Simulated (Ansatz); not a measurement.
Geometry optimisation in Ansatz: input, command and trajectory.

```yaml
crystal:
  lattice:
    - [2.4856454456, -4.3033639529, 0.0]
    - [2.4856454456, 4.3033639529, 0.0]
    - [0.0, 0.0, 8.6793136639]
  atoms:
    - { symbol: K, position: [0.5, 0.5, 0.5] }
    - { symbol: K, position: [0.5, 0.5, 0.0] }
    - { symbol: I, position: [0.8332197398, 0.1667802602, 0.25] }
    - { symbol: I, position: [0.1667802602, 0.8332197398, 0.75] }
basis:
  ecutwfc: 420
kpoints:
  mp_grid: { grid: [6, 6, 4] }
hamiltonian:
  xc: lda
scf:
  occupations: { method: gaussian, width: 0.02 }
output:
  forces: true
  stress: true
  eigenvalues: true
  write_density: true
  write_potential: true
  elf: true
  volumetric_format: npy
relax:
  adjacent_minimum: "off"
  f_tol: 0.005
  max_steps: 50
  cell: { stress_tol: 0.05 }
```

```bash
ansatz run input.yaml --threads 1 --pin off --max-ram 2560MiB --backend cpu --events-out ev --progress --plain --runs-dir out
```

Computed with DFT LDA, scalar-relativistic, plane waves, PAW in Ansatz.

Of 6 frames 6 are shown, positions in Å and forces in eV/Å; the SCF threshold varies from step to step. Steps run on the plane waves of an earlier cell, with a Pulay correction in the pressure. The basis is chosen afresh for the last frame, the zero of the energies, and at times for earlier ones too; energy and pressure step there, also at an unchanged geometry.

```xyz
4
Lattice="2.4856 -4.3034 0.0000 2.4856 4.3034 0.0000 0.0000 0.0000 8.6793" Properties=species:S:1:pos:R:3:forces:R:3 pbc="T T T" step=1 free_energy_over_end_meV_per_atom=41.04 pressure_GPa=-1.68
K     2.4856    0.0000    4.3397    0.0000    0.0000    0.0000
K     2.4856    0.0000    0.0000    0.0000    0.0000    0.0000
I     2.4856   -2.8679    2.1698    0.0000   -0.0009    0.0000
I     2.4856    2.8679    6.5095    0.0000    0.0009    0.0000
4
Lattice="2.4308 -4.2087 0.0000 2.4308 4.2087 0.0000 0.0000 0.0000 8.5482" Properties=species:S:1:pos:R:3:forces:R:3 pbc="T T T" step=2 free_energy_over_end_meV_per_atom=16.34 pressure_GPa=-1.21
K     2.4308    0.0000    4.2741    0.0000    0.0000    0.0000
K     2.4308    0.0000    0.0000    0.0000    0.0000    0.0000
I     2.4308   -2.8051    2.1371    0.0000   -0.0010    0.0000
I     2.4308    2.8051    6.4112    0.0000    0.0010    0.0000
4
Lattice="2.3131 -4.0065 0.0000 2.3131 4.0065 0.0000 0.0000 0.0000 8.2402" Properties=species:S:1:pos:R:3:forces:R:3 pbc="T T T" step=3 free_energy_over_end_meV_per_atom=2.53 pressure_GPa=0.69
K     2.3131    0.0000    4.1201    0.0000    0.0000    0.0000
K     2.3131    0.0000    0.0000    0.0000    0.0000    0.0000
I     2.3131   -2.6723    2.0601    0.0000    0.0022    0.0000
I     2.3131    2.6723    6.1802    0.0000   -0.0022    0.0000
4
Lattice="2.3671 -4.0996 0.0000 2.3671 4.0996 0.0000 0.0000 0.0000 8.2112" Properties=species:S:1:pos:R:3:forces:R:3 pbc="T T T" step=4 free_energy_over_end_meV_per_atom=-0.28 pressure_GPa=-0.02
K     2.3671    0.0000    4.1056    0.0000    0.0000    0.0000
K     2.3671    0.0000    0.0000    0.0000    0.0000    0.0000
I     2.3671   -2.7327    2.0528    0.0000   -0.0007    0.0000
I     2.3671    2.7327    6.1584    0.0000    0.0007    0.0000
4
Lattice="2.3510 -4.0720 0.0000 2.3510 4.0720 0.0000 0.0000 0.0000 8.3007" Properties=species:S:1:pos:R:3:forces:R:3 pbc="T T T" step=5 free_energy_over_end_meV_per_atom=-0.58 pressure_GPa=0.00
K     2.3510    0.0000    4.1504    0.0000    0.0000    0.0000
K     2.3510    0.0000    0.0000    0.0000    0.0000    0.0000
I     2.3510   -2.7146    2.0752    0.0000   -0.0001    0.0000
I     2.3510    2.7146    6.2256    0.0000    0.0001    0.0000
4
Lattice="2.3510 -4.0720 0.0000 2.3510 4.0720 0.0000 0.0000 0.0000 8.3007" Properties=species:S:1:pos:R:3:forces:R:3 pbc="T T T" step=6 free_energy_over_end_meV_per_atom=0.00 pressure_GPa=-0.01
K     2.3510    0.0000    4.1504    0.0000    0.0000    0.0000
K     2.3510    0.0000    0.0000    0.0000    0.0000    0.0000
I     2.3510   -2.7146    2.0752    0.0000    0.0000    0.0000
I     2.3510    2.7146    6.2256    0.0000    0.0000    0.0000
```

Time: 35 s on 1 thread of Intel(R) Xeon(R) 6975P-C (Granite Rapids), with other jobs on the host, peak memory 0.62 GiB.